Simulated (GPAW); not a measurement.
# Tb (Fm-3m) in GPAW: convergence with bands over the usual count

Aim: find how far bands over the usual count must go before the results for Tb settle, at PBE. This setting moves, with any that are tied to it; all else stays.

Program: GPAW 26.7.0. These are calculated values, not measurements. Logs are shortened: lines on timing, memory, paths and dates and some standing lists are left out, and cuts for length are marked. The log counts tension as positive stress, the text compression.

### 1 Starting point

It takes space group Fm-3m (No. 225, cubic). Conventional cell: a = 5.040 Å, b = 5.040 Å, c = 5.040 Å, α = 90.00°, β = 90.00°, γ = 90.00°. Tb (site symmetry m-3m) is surrounded by 12 Tb at 3.56 Å.

This isn't the form of Tb at room conditions, which is hcp.

### 2 With bands over the usual count 0.72

File run.py:

```python
from ase.dft.bandgap import bandgap
from ase.io import read, write
from ase.units import GPa
from gpaw import GPAW, PW

atoms = read('Tb.xyz')
atoms.set_initial_magnetic_moments([6.0])

calc = GPAW(mode=PW(800),
            xc='PBE',
            kpts={'size': (7, 7, 7), 'gamma': True},
            occupations={'name': 'fermi-dirac', 'width': 0.05},
            nbands=16,
            convergence={'density': 1e-05, 'energy': 1e-05},
            maxiter=100,
            txt='gpaw.txt')
atoms.calc = calc
energy = atoms.get_potential_energy()
forces = atoms.get_forces()
stress = atoms.get_stress()
calc.write('gs.gpw')
write('result.traj', atoms)
print(f'Energy: {energy:.6f} eV')
print('Forces (eV/A):')
print(forces.round(4))
print('Stress (GPa):', (stress / GPa).round(3))
print('Moments:', calc.get_magnetic_moments().round(3))
print('Fermi level:', round(calc.get_fermi_level(), 4), 'eV')
print(f'Gap: {bandgap(calc)[0]:.4f} eV, direct: {bandgap(calc, direct=True)[0]:.4f} eV')
```

File Tb.xyz:

```xyz
1
Lattice="0.0000000000 2.5199650902 2.5199650902 2.5199650902 0.0000000000 2.5199650902 2.5199650902 2.5199650902 0.0000000000" Properties=species:S:1:pos:R:3 pbc="T T T"
Tb     0.0000000000      0.0000000000      0.0000000000
```

Potentials or basis: GPAW PAW data sets (gpaw-data 1.2.1), pw.

Command:

```bash
> OMP_NUM_THREADS=1 python run.py
```

Run time: 39 s. Hardware: 1 thread of Arm Neoverse V1, shared host; peak memory 0.19 GiB.

Results:

| Quantity | Value |
| --- | --- |
| Free energy | -7.4459 eV |
| Pressure | -0.4 GPa |
| Band gap on the k mesh | none (metal or under the smearing width) |
| Net moment | 5.97 μB per cell |
| Site moments | Tb +5.77 μB |

### 3 With bands over the usual count 0.8

Changes to run.py since step 2:

```diff
@@ -12,3 +12,3 @@
             occupations={'name': 'fermi-dirac', 'width': 0.05},
-            nbands=16,
+            nbands=17,
             convergence={'density': 1e-05, 'energy': 1e-05},
```

Tb.xyz is that of step 2.

Potentials or basis: GPAW PAW data sets (gpaw-data 1.2.1), pw.

Command:

```bash
> OMP_NUM_THREADS=1 python run.py
```

Run time: 42 s. Hardware: 1 thread of Arm Neoverse V1, shared host; peak memory 0.2 GiB.

Results (log left out):

* Free energy: -7.4459 eV
* Pressure: -0.4 GPa
* Band gap on the k mesh: none (metal or under the smearing width)
* Net moment: 5.97 μB per cell
* Site moments: Tb +5.77 μB

### 4 With bands over the usual count 0.9

Changes to run.py since step 3:

```diff
@@ -12,3 +12,3 @@
             occupations={'name': 'fermi-dirac', 'width': 0.05},
-            nbands=17,
+            nbands=19,
             convergence={'density': 1e-05, 'energy': 1e-05},
```

Tb.xyz is that of step 3.

Command:

```bash
> OMP_NUM_THREADS=1 python run.py
```

Wall time 44 s (1 thread of Arm Neoverse V1, shared host); peak memory 0.2 GiB.

Results (log left out):

```
Free energy            : -7.4459 eV
Pressure               : -0.4 GPa
Band gap on the k mesh : none (metal or under the smearing width)
Net moment             : 5.97 μB per cell
Site moments           : Tb +5.77 μB
```

### 5 With bands over the usual count 1

Changes to run.py since step 4:

```diff
@@ -12,3 +12,3 @@
             occupations={'name': 'fermi-dirac', 'width': 0.05},
-            nbands=19,
+            nbands=21,
             convergence={'density': 1e-05, 'energy': 1e-05},
```

Tb.xyz is that of step 4.

Command:

```bash
> OMP_NUM_THREADS=1 python run.py
```

Run time: 48 s. Hardware: 1 thread of Arm Neoverse V1, shared host; peak memory 0.2 GiB.

It converged, with:

| Quantity | Value |
| --- | --- |
| Free energy | -7.4459 eV |
| Pressure | -0.4 GPa |
| Band gap on the k mesh | none (metal or under the smearing width) |
| Net moment | 5.97 μB per cell |
| Site moments | Tb +5.77 μB |

### 6 With bands over the usual count 1.3

Changes to run.py since step 5:

```diff
@@ -12,3 +12,3 @@
             occupations={'name': 'fermi-dirac', 'width': 0.05},
-            nbands=21,
+            nbands=28,
             convergence={'density': 1e-05, 'energy': 1e-05},
```

Tb.xyz is that of step 5.

Potentials or basis: GPAW PAW data sets (gpaw-data 1.2.1), pw.

Command:

```bash
> OMP_NUM_THREADS=1 python run.py
```

It took 63 s on 1 thread of Arm Neoverse V1, shared host; peak memory 0.21 GiB.

The run converged. Its results:

```
Free energy            : -7.4459 eV
Pressure               : -0.4 GPa
Band gap on the k mesh : none (metal or under the smearing width)
Net moment             : 5.97 μB per cell
Site moments           : Tb +5.77 μB
```

### 7 With bands over the usual count 1.7

Changes to run.py since step 6:

```diff
@@ -12,3 +12,3 @@
             occupations={'name': 'fermi-dirac', 'width': 0.05},
-            nbands=28,
+            nbands=36,
             convergence={'density': 1e-05, 'energy': 1e-05},
```

Tb.xyz is that of step 6.

Command:

```bash
> OMP_NUM_THREADS=1 python run.py
```

It took 81 s on 1 thread of Arm Neoverse V1, shared host; peak memory 0.22 GiB.

It converged, with:

| Property | Result |
| --- | --- |
| Free energy | -7.4459 eV |
| Pressure | -0.4 GPa |
| Band gap on the k mesh | none (metal or under the smearing width) |
| Net moment | 5.97 μB per cell |
| Site moments | Tb +5.77 μB |

### 8 With bands over the usual count 2.5

Changes to run.py since step 7:

```diff
@@ -12,3 +12,3 @@
             occupations={'name': 'fermi-dirac', 'width': 0.05},
-            nbands=36,
+            nbands=53,
             convergence={'density': 1e-05, 'energy': 1e-05},
```

Tb.xyz is that of step 7.

Potentials or basis: GPAW PAW data sets (gpaw-data 1.2.1), pw.

Command:

```bash
> OMP_NUM_THREADS=1 python run.py
```

gpaw.txt:

```text
__  _  _
 | _ |_)|_||  |
 |__||  | ||/\| - 26.7.0

Input parameters:
  mode=PW(ecut=800.0),
  convergence={'density': 1e-05, 'energy': 1e-05},
  kpts=MonkhorstPack(size=(7, 7, 7), gamma=True),
  maxiter=100,
  nbands=53,
  occupations=Occupations(name='fermi-dirac', width=0.05),
  xc=XC(name='PBE')

Diagonalizing LCAO Hamiltonian
Converting LCAO to pw mode

       Tb

Atoms  # Å, Bohr magnetons
|   | symbol |        x |        y |        z |    initial magnetic moments |
|---|--------|----------|----------|----------|-----------------------------|
| 0 |     Tb | 0.000000 | 0.000000 | 0.000000 | ( 0.0000,  0.0000,  6.0000) |

Unit cell  # Å
| periodic |        x |        y |        z |  lengths |    angles |
|----------|----------|----------|----------|----------|-----------|
|      yes | 0.000000 | 2.519965 | 2.519965 | 3.563769 | 60.000000 |
|      yes | 2.519965 | 0.000000 | 2.519965 | 3.563769 | 60.000000 |
|      yes | 2.519965 | 2.519965 | 0.000000 | 3.563769 | 60.000000 |

Number of symmetries: 48
Symmetry operations  # r_c * U_cc + t_c -> r_c
|    | kind |            matrix            |
|----|------|------------------------------|
|  0 |  σ   |  1, 0, 0,  1, 0,-1,  1,-1, 0 |
|  1 |  C2  |  1, 0, 0,  1,-1, 0,  1, 0,-1 |
|  2 |  E   |  1, 0, 0,  0, 1, 0,  0, 0, 1 |
|  3 |  σ   |  1, 0, 0,  0, 0, 1,  0, 1, 0 |
|  4 |  C4  |  1, 0,-1,  1, 0, 0,  1,-1, 0 |
|  5 |  S6  |  1, 0,-1,  1,-1, 0,  1, 0, 0 |
|  6 |  σ   |  1, 0,-1,  0, 1,-1,  0, 0,-1 |
|  7 |  C3  |  1, 0,-1,  0, 0,-1,  0, 1,-1 |
|  8 |  S6  |  1,-1, 0,  1, 0, 0,  1, 0,-1 |
|  9 |  C4  |  1,-1, 0,  1, 0,-1,  1, 0, 0 |
| 10 |  C3  |  1,-1, 0,  0,-1, 1,  0,-1, 0 |
| 11 |  σ   |  1,-1, 0,  0,-1, 0,  0,-1, 1 |
| 12 |  σ   |  0, 1, 0,  1, 0, 0,  0, 0, 1 |
| 13 |  C4  |  0, 1, 0,  0, 1,-1, -1, 1, 0 |
| 14 |  C3  |  0, 1, 0,  0, 0, 1,  1, 0, 0 |
| 15 |  S6  |  0, 1, 0, -1, 1, 0,  0, 1,-1 |
| 16 |  C2  |  0, 1,-1,  1, 0,-1,  0, 0,-1 |
| 17 |  σ   |  0, 1,-1,  0, 1, 0, -1, 1, 0 |
| 18 |  S4  |  0, 1,-1,  0, 0,-1,  1, 0,-1 |
| 19 |  C4  |  0, 1,-1, -1, 1, 0,  0, 1, 0 |
| 20 |  C3  |  0, 0, 1,  1, 0, 0,  0, 1, 0 |
| 21 |  σ   |  0, 0, 1,  0, 1, 0,  1, 0, 0 |
| 22 |  S6  |  0, 0, 1,  0,-1, 1, -1, 0, 1 |
| 23 |  C4  |  0, 0, 1, -1, 0, 1,  0,-1, 1 |
| 24 |  S4  |  0, 0,-1,  1, 0,-1,  0, 1,-1 |
| 25 |  C3  |  0, 0,-1,  0, 1,-1,  1, 0,-1 |
| 26 |  C2  |  0, 0,-1,  0,-1, 0, -1, 0, 0 |
| 27 |  S6  |  0, 0,-1, -1, 0, 0,  0,-1, 0 |
| 28 |  S4  |  0,-1, 1,  1,-1, 0,  0,-1, 0 |
| 29 |  C4  |  0,-1, 1,  0, 0, 1, -1, 0, 1 |
| 30 |  C2  |  0,-1, 1,  0,-1, 0,  1,-1, 0 |
| 31 |  σ   |  0,-1, 1, -1, 0, 1,  0, 0, 1 |
| 32 |  C3  |  0,-1, 0,  1,-1, 0,  0,-1, 1 |
| 33 |  S6  |  0,-1, 0,  0, 0,-1, -1, 0, 0 |
| 34 |  S4  |  0,-1, 0,  0,-1, 1,  1,-1, 0 |
| 35 |  C2  |  0,-1, 0, -1, 0, 0,  0, 0,-1 |
| 36 |  C2  | -1, 1, 0,  0, 1, 0,  0, 1,-1 |
| 37 |  S6  | -1, 1, 0,  0, 1,-1,  0, 1, 0 |
| 38 |  S4  | -1, 1, 0, -1, 0, 1, -1, 0, 0 |
| 39 |  C3  | -1, 1, 0, -1, 0, 0, -1, 0, 1 |
| 40 |  S6  | -1, 0, 1,  0, 0, 1,  0,-1, 1 |
| 41 |  C2  | -1, 0, 1,  0,-1, 1,  0, 0, 1 |
| 42 |  C3  | -1, 0, 1, -1, 1, 0, -1, 0, 0 |
| 43 |  S4  | -1, 0, 1, -1, 0, 0, -1, 1, 0 |
| 44 |  C2  | -1, 0, 0,  0, 0,-1,  0,-1, 0 |
| 45 |  i   | -1, 0, 0,  0,-1, 0,  0, 0,-1 |
| 46 |  σ   | -1, 0, 0, -1, 1, 0, -1, 0, 1 |
| 47 |  C2  | -1, 0, 0, -1, 0, 1, -1, 1, 0 |

BZ-sampling:
  Number of BZ points: 343
  Number of IBZ points: 20

  Monkhorst-Pack size: [7, 7, 7]
  Monkhorst-Pack shift: [0, 0, 0]

K-points  # in reciprocal-cell coordinates
|     |                                coordinates |     weight |
|-----|--------------------------------------------|------------|
|   0 | (  0.00000000,   0.00000000,   0.00000000) | 0.00291545 |
|   1 | (  0.14285714,   0.14285714,   0.00000000) | 0.01749271 |
|   2 | (  0.14285714,   0.14285714,   0.14285714) | 0.02332362 |
|   3 | (  0.28571429,   0.14285714,   0.14285714) | 0.03498542 |
|   4 | (  0.28571429,   0.28571429,   0.00000000) | 0.01749271 |
|   5 | (  0.28571429,   0.28571429,   0.14285714) | 0.06997085 |
|   6 | (  0.28571429,   0.28571429,   0.28571429) | 0.02332362 |
|   7 | (  0.42857143,  -0.28571429,  -0.28571429) | 0.03498542 |
|   8 | (  0.42857143,   0.28571429,  -0.42857143) | 0.13994169 |
|   9 | (  0.42857143,   0.28571429,  -0.28571429) | 0.06997085 |
| ... |                                            |            |
|  19 | (  0.42857143,   0.42857143,   0.42857143) | 0.02332362 |

Plane wave coefficients: 1655
Cutoff: 800.0 eV

Spin-components: 2 (collinear spins)
Bands:           53
Projectors:      8
Spin-degeneracy: 1
Datatype:        complex128

Parallelization:
  kpt:    1
  domain: 1
  band:   1

Density:
  Valence electrons: 19.0
  Components: 2
  Grid points: [24 24 24]
  Charge: 0.0  # |e|

Potential:
  Grid points: [24 24 24]

species:
  Tb:
    name:    Terbium
    Z:       65.0
    valence: 19
    core:    46
    charge:  0.0  # [|e|]
    compensation charges:
      type: gauss
      rc: 0.35  # [Å]
      lmax: 2
    cutoffs:
      filter: 1.17  # [Å]
      core: 1.82  # [Å]
    projectors
    | kind |    occ | energy [eV] | rcut [Å] |
    |------|--------|-------------|----------|
    |   5s |  2.000 |     -47.485 |    1.164 |
    |   6s |  2.000 |      -3.705 |    1.164 |
    |   5p |  6.000 |     -24.831 |    1.164 |
    |   6p |  0.000 |      -1.172 |    1.164 |
    |   5d |  0.000 |      -1.301 |    1.164 |
    |   4f |  9.000 |      -3.024 |    1.164 |
    |    d |        |      25.911 |    1.164 |
    |    f |        |      24.187 |    1.164 |

    Using partial waves for Tb as LCAO basis

Reference energy: -318615.246617  # eV

eigensolver:
  PPCG
  Converge bands: occupied
  niter=2

density mixing:
  MSR1-Mixer
  Pratt-step length: 0.05
  Maximum mixing coefficient: 0.75
  Old densities: 10
  SVD Regularization: 0.005
  Good broyden scale: 1.0
  Trust region scale: 1.0
  Backstep threshold: 4.0
  History deletion threshold: 6.0
  Fourier metric: weight=20.0, sigma=0.015

occupation numbers:
  Fermi-Dirac:
    width: 0.0500  # eV

poisson solver:
  ecut: 6400.0  # eV

xc functional:
  name: PBE with 2 nearest neighbor stencil

convergence criteria:
- Maximum integral of absolute [dens]ity change: 1e-05 electrons / valence electron
- Maximum [total energy] change in last 3 cyles: 1e-05 eV / valence electron
- Maximum integral of absolute [eigenst]ate change: 4e-08 eV^2 / valence electron
maximum number of iterations: 100

SCF iterations
|iter     | |      energy | eigst |  dens |  magmom |
|---------|-|-------------|-------|-------|---------|
|iter:   1| |   -9.489747 | +0.77 |       |  +5.8433|
|iter:   2| |   -7.436671 | -1.66 | -0.57 |  +5.7593|
|iter:   3| |   -7.395093 | -3.29 | -1.22 |  +5.7592|
|iter:   4| |   -7.388348 | -3.99 | -1.19 |  +5.8192|
|iter:   5| |   -7.376549 | -4.01 | -1.33 |  +5.9546|
|iter:   6| |   -7.392299 | -3.90 | -1.58 |  +6.0991|
|iter:   7| |   -7.391831 | -6.46 | -2.08 |  +6.0921|
|iter:   8| |   -7.393367 | -5.35 | -2.17 |  +6.0567|
|iter:   9| |   -7.393018 | -6.67 | -2.52 |  +6.0439|
|iter:  10| |   -7.393511 | -6.23 | -2.64 |  +6.0028|
|iter:  11| |   -7.393679 | -6.83 | -2.86 |  +5.9767|
|iter:  12| |   -7.393503c| -7.30 | -3.24 |  +5.9675|
|iter:  13| |   -7.393572c| -8.67c| -3.76 |  +5.9673|
|iter:  14| |   -7.393563c| -7.73c| -4.38 |  +5.9665|
|iter:  15| |   -7.393571c| -8.38c| -4.42 |  +5.9665|
|iter:  16| |   -7.393575c| -8.78c| -5.03c|  +5.9665|

Converged in 16 steps
Energy contributions relative to reference atoms: (reference = -318615.246617)

Energy contributions:
  Kinetic:         -60.126600
  Coulomb:          53.891914
  Zero:              1.608757
  External:          0.000000
  Xc:               -2.715303
  Entropy:          -0.104688
  Spinorbit:         0.000000
  ----------------------------
  Free energy:      -7.445919
  Extrapolated:     -7.393575

dipole moment: (-27.385295, -27.385295, -27.385295)  # |e|*Ang

Total magnetic moment: (0.000000, 0.000000, 5.966497)

Local magnetic moments
|        x |        y |        z |
|----------|----------|----------|
| 0.000000 | 0.000000 | 5.771420 |  # Tb   0

Fermi level: 8.644
Eigenvalues  # (at kpt = [0.000, 0.000, 0.000])
| band index |      eig [eV] | occ [0-1] |      eig [eV] | occ [0-1] |
|------------|---------------|-----------|---------------|-----------|
|          0 |       -37.505 |     1.000 |       -34.912 |     1.000 |
|          1 |       -13.689 |     1.000 |       -11.768 |     1.000 |
|          2 |       -13.689 |     1.000 |       -11.768 |     1.000 |
|          3 |       -13.689 |     1.000 |       -11.768 |     1.000 |
|          4 |         3.659 |     1.000 |         4.071 |     1.000 |
|          5 |         4.371 |     1.000 |         8.579 |     0.783 |
[... 9 lines left out ...]
|         15 |        12.803 |     0.000 |        13.647 |     0.000 |
|         16 |        12.803 |     0.000 |        13.647 |     0.000 |
|        ... |               |           |               |           |
|         52 |        61.358 |     0.000 |        61.713 |     0.000 |

No gap
No difference between direct/indirect transitions

Forces  # eV/Ang
|        x |       y |       z |
|----------|---------|---------|
| -0.00000 | 0.00000 | 0.00000 |  # Tb   0

Stress tensor  # eV/Ang^3
|         x |         y |        z |
|-----------|-----------|----------|
|  0.002323 | -0.000000 | 0.000000 |
| -0.000000 |  0.002323 | 0.000000 |
|  0.000000 |  0.000000 | 0.002323 |

# Writing to gs.gpw (mode='')
```

Run time: 1.9 min. Hardware: 1 thread of Arm Neoverse V1, shared host; peak memory 0.24 GiB.

What came out:

```yaml
Free_energy: -7.4459 eV
Pressure: -0.4 GPa
Band_gap_on_the_k_mesh: none (metal or under the smearing width)
Net_moment: 5.97 μB per cell
Site_moments: Tb +5.77 μB
```

### 9 Result

| bands over the usual count | energy less the tightest run, at zero smearing (meV/atom) | SCF cycles | CPU time (s) | peak memory (GiB) |
| --- | --- | --- | --- | --- |
| 0.72 | 0.00 | 16 | 39 | 0.19 |
| 0.8 | 0.00 | 16 | 42 | 0.2 |
| 0.9 | 0.00 | 16 | 44 | 0.2 |
| 1 | 0.00 | 16 | 48 | 0.2 |
| 1.3 | 0.00 | 16 | 63 | 0.21 |
| 1.7 | 0.00 | 16 | 81 | 0.22 |
| 2.5 | 0.00 | 16 | 110 | 0.24 |

Against the tightest run, the energy stays within 1 meV/atom from 0.72 on. The tightest run that finished is the yardstick and may itself not be fully converged.

Caveats: one-centre terms of the f shell are cut off; the magnetic or orbital state may not be the lowest; spin-orbit coupling is left out, which moves the levels of the heavy elements.
